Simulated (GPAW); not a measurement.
**Equation of state of BaZrO3 under PBE**

```cif
data_structure
_symmetry_space_group_name_H-M 'P 1'
_symmetry_Int_Tables_number 1
_cell_length_a 4.1913
_cell_length_b 4.1913
_cell_length_c 4.1913
_cell_angle_alpha 90.000
_cell_angle_beta 90.000
_cell_angle_gamma 90.000
_cell_volume 73.63
loop_
_atom_site_label
_atom_site_type_symbol
_atom_site_fract_x
_atom_site_fract_y
_atom_site_fract_z
_atom_site_occupancy
Ba1 Ba 0.00000 0.00000 0.00000 1
Zr1 Zr 0.50000 0.50000 0.50000 1
O1 O 0.50000 0.50000 0.00000 1
O2 O 0.50000 0.00000 0.50000 1
O3 O 0.00000 0.50000 0.50000 1
```

The cell was scaled at fixed shape and fractions and run with GPAW, GPAW PAW data sets (gpaw-data 1.2.1), cutoff 800 eV; PBE, k mesh 6 × 6 × 6 on the cell of 5 atoms, fermi-dirac occupations of 0.05 eV, no spin polarisation, no spin-orbit coupling. Energies are those that the program minimises, any entropy of the smearing included.

```tsv
V (Å³/atom)	energy over the lowest row (meV/atom)
13.8426	55.93
14.1371	31.34
14.4316	14.31
14.7261	?
15.0207	0.00
15.3152	1.41
15.6097	7.79
```

Fit the third-order Birch-Murnaghan form, give V0, B0 and B′, and predict the energy left open.

With y = (V0/V)^(2/3), E = E0 + (9 V0 B0/16) [(y - 1)³ B′ + (y - 1)² (6 - 4y)]. Least squares through the rows shown give V0 = 15.0880 Å³/atom, E0 = -0.14 meV, B0 = 149.8 GPa (1 eV/Å³ = 160.218 GPa) and B′ = 4.38, with a largest miss of 0.01 meV. At V = 14.7261 the form with these constants gives 4.10 meV; the run gave 4.10 meV an atom. Measured volume: 14.73 Å³/atom at 300 K (arxiv:cond-mat/0602127), so the fit lies +2.4 % from it. The runs are for a static lattice.
